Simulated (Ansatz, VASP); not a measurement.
# Cross-check of Al95CrN96 (Cr_Al) between VASP and Ansatz, part 2 of 2

One calculation is typed for both programs; each brings its own data sets. How far apart do they land? The structure shown is the end of the Ansatz relaxation below.

VASP 6.6.1 and Ansatz 0.2.0.

So far: Starting point; Ansatz: relaxation, PBE.

### Step 3. VASP: single point, PBE

Level of this step: PBE, spin-polarised from a ferromagnetic start; plane waves and PAW (Al, N, Cr_pv) (VASP).

The same cell, functional, mesh and smearing now go to VASP, with its own data sets.

Lines of VASP's logs that name or quote its potential files are left out, and so is its time.

INCAR reads:

```
SYSTEM = Al95CrN96
PREC = Accurate
ENCUT = 520
EDIFF = 1E-06
NELM = 200
ISMEAR = -1
SIGMA = 0.01
LREAL = Auto
ALGO = Normal
GGA = PE
NBANDS = 522
ISPIN = 2
MAGMOM = -0 0 0 0 0 -0 -0 0 0 0 0 0 0 -0 -0 0 0 0 0 0 -0 0 0 0 0 0 0 0 0 0 -0 0 0 -0 0 0 -0 0 0 0 0 -0 -0 0 0 -0 0 0 0 0 0 0 0 0 0 0 0 0 -0 0 0 0 0 0 0 0 0 0 -0 0 0 -0 0 0 0 0 0 0 0 0 0 0 0 0 0 0 0 0 0 0 0 0 0 0 0 -0 -0 0 0 0 -0 -0 -0 -0 0 -0 -0 -0 0 0 0 0 0 -0 0 -0 0 0 0 -0 0 0.02 0 -0 -0 -0 -0 0.01 -0.01 -0 0 0 0 0.01 0 0 -0 0 -0 0.01 -0 0 -0 0 0 0 0 0 0 -0 0 -0 0 -0 -0 0 0 0 0 0 -0 -0 0 -0 0 0 0 0 -0 0 -0 0 -0 0 0 -0 -0 0 -0 0 0 -0 -0 0 0 -0 0 0 -0 0 -0 2.19
LASPH = .TRUE.
LMAXMIX = 4
LORBIT = 11
LWAVE = .FALSE.
LCHARG = .FALSE.
ISIF = 2
NUPDOWN = 3
GGA_COMPAT = .FALSE.
```

POSCAR reads:

```
Al95CrN96
1.0
   12.5209048509     -0.0000000029      0.0000000000
   -6.2604524229     10.8434216807      0.0000000000
    0.0000000000      0.0000000000     15.0539412400
Al N Cr
95 96 1
Direct
    0.1666773402      0.0833082040      0.1656923071
    0.0838905967      0.1670111859      0.3324939884
    0.1655688725      0.0814699451      0.4994881384
    0.0836397311      0.1668768785      0.6658637099
[... 4 atom lines left out ...]
    0.1657443051      0.3342072018      0.4994366071
[... 16 atom lines left out ...]
    0.3329977291      0.1646576036      0.3321326253
    0.4174344207      0.0813589434      0.4997592938
    0.3331584214      0.1655955814      0.6653271763
[... 3 atom lines left out ...]
    0.3331022354      0.4184828059      0.3320720914
    0.3332481372      0.4176272999      0.6652834890
[... 4 atom lines left out ...]
    0.4175889126      0.5861894558      0.4997296624
[... 10 atom lines left out ...]
    0.5836827943      0.1665836579      0.3322957202
[... 1 atom line left out ...]
    0.5835009535      0.1666243393      0.6660154675
[... 3 atom lines left out ...]
    0.5846289253      0.4174356162      0.3313852154
    0.6664909149      0.3323639120      0.4992980766
    0.5832263128      0.4166905776      0.6650276274
[... 3 atom lines left out ...]
    0.5837207687      0.6673018051      0.3322781597
    0.6665208047      0.5844135083      0.4993213315
    0.5835234778      0.6670320604      0.6660293763
[... 33 atom lines left out ...]
    0.1665615181      0.0831353962      0.2928907829
    0.0844336718      0.1672688058      0.4598734080
    0.1663375846      0.0828560249      0.6265098964
[... 3 atom lines left out ...]
    0.1666134740      0.3335773820      0.2929046054
    0.0825854823      0.4170629709      0.4596132564
    0.1664248257      0.3335979415      0.6264617399
[... 15 atom lines left out ...]
    0.4173447001      0.0830303690      0.2924233157
    0.3309025683      0.1576793514      0.4589796413
    0.4169944960      0.0826332147      0.6268223522
    0.3333725952      0.1666209539      0.7928188879
[... 2 atom lines left out ...]
    0.4162772295      0.3331596484      0.2950946288
    0.3313038913      0.4233589321      0.4589022160
    0.4155335792      0.3327153113      0.6268345813
    0.3334006906      0.4168410633      0.7927871360
[... 2 atom lines left out ...]
    0.4173866263      0.5844649964      0.2923871348
[... 1 atom line left out ...]
    0.4170324973      0.5844372946      0.6268024867
[... 10 atom lines left out ...]
    0.5837346803      0.1661410553      0.4595231913
[... 4 atom lines left out ...]
    0.6669238735      0.3331830047      0.2925704487
    0.5882381493      0.4193855473      0.4582434989
    0.6665748108      0.3331773412      0.6263739162
    0.5831481073      0.4166330710      0.7925822448
[... 2 atom lines left out ...]
    0.6669348812      0.5839369322      0.2925207464
    0.5838384649      0.6679021677      0.4594951027
    0.6665875962      0.5835580491      0.6264019343
[... 16 atom lines left out ...]
    0.8333267432      0.4165732403      0.4596575478
[... 5 atom lines left out ...]
    0.8333510356      0.6669336174      0.4596640446
[... 9 atom lines left out ...]
    0.4153307022      0.3325943081      0.4955032036
```

KPOINTS reads:

```
Automatic mesh
0
Gamma
1 1 1
0 0 0
```

The projector-augmented-wave data sets are Al, N and Cr_pv (PBE family, release 64).

Launch:

```sh
$ export OMP_NUM_THREADS=4
$ mpirun -np 1 vasp_gam
```

Numbers of over 12 decimals in the logs are rounded to 6 here.

Output:

```text
[banner, memory and clock lines left out]
running    1 mpi-ranks, on    1 nodes
[...]
Offloading initialized ...    1 GPUs detected
[...]
LDA part: xc-table for (Slater+PW92), standard interpolation
 POSCAR, INCAR and KPOINTS ok, starting setup
[...]
entering main loop
       N       E                     dE             d eps       ncg     rms          rms(c)
DAV:   1     0.567927052301E+04    0.56793E+04   -0.41348E+05  2120   0.144E+03
DAV:   2    -0.101902575207E+04   -0.66983E+04   -0.63416E+04  2700   0.323E+02
DAV:   3    -0.164637184958E+04   -0.62735E+03   -0.62024E+03  2480   0.103E+02
DAV:   4    -0.166192970701E+04   -0.15558E+02   -0.15433E+02  2496   0.181E+01
[...]
DAV:  58    -0.143020443002E+04    0.29942E-05   -0.10105E-05  2552   0.466E-03    0.209E-02
DAV:  59    -0.143020442785E+04    0.21722E-05   -0.10472E-05  2520   0.445E-03    0.118E-02
DAV:  60    -0.143020442788E+04   -0.38348E-07   -0.31736E-06  1960   0.266E-03
   1 F= -.14302044E+04 E0= -.14302044E+04  d E =-.156305E-06  mag=     3.0001
```

From OUTCAR (step 3):

```text
 magnetization (x)
# of ion       s       p       d       tot
------------------------------------------
    1       -0.000  -0.000   0.000  -0.000
    2       -0.000   0.000   0.000   0.000
    3        0.001   0.002   0.000   0.003
    4       -0.000   0.000   0.000   0.000
    5        0.000   0.000   0.000   0.000
    6       -0.000   0.000   0.000   0.000
[...]
190        0.000   0.000   0.000   0.000
  191       -0.000  -0.000   0.000  -0.000
  192        0.022   0.039   2.555   2.616
--------------------------------------------------
tot          0.043   0.082   2.555   2.680
```

The cell holds one magnetic atom, so no antiferromagnetic order fits into it.

### Step 4. Differences

Known differences besides the potentials themselves: VASP starts from the moments at which Ansatz ended; the data sets hold 779 valence electrons in Ansatz (on its default PAW (the set named soft_2) files) and 777 in VASP; the cutoff is 420 eV in Ansatz and 520 eV in VASP (PREC = Accurate, projectors in real space); site moments are counted in spheres of each program's own size. Total energies have different zeros and are not compared.

Compared:

```tsv
quantity	Ansatz	VASP	difference
total moment, fixed by the input (μB)	3.00	3.00	0.00
moment on Cr192 (μB)	2.19	2.62	-0.42
```

At this near-relaxed geometry the largest component of a force difference is 39 meV/Å.

### Step 5. Results

| Property | Result |
| --- | --- |
| difference in moment on Cr192 (single point, PBE) | -0.42 μB |

What this shows: The difference in moment on Cr192 is -0.42 μB (single point, PBE). The data sets hold unlike numbers of valence electrons (779 in Ansatz and 777 in VASP), so part of the differences comes from the potentials. VASP runs on this material, other cells of it included, that failed, so that no pair exists: single point, PBE (timeout). Such differences can come from data sets, numerical settings and the points named under the comparisons, not from the functional's error against experiment.

[Lines on the potential files, build, host, timing and source positions are cut from VASP's logs without a mark.]

[Logs are printed without paths, hosts, clocks, repeated set-up lines and the standing remarks that a program may print on its own settings, such as how far it seeks lower states.]

[Hosts, paths, dates, database ids (printed as entryN), source tags and the programs' standing remarks are cut or masked in the printed files.]
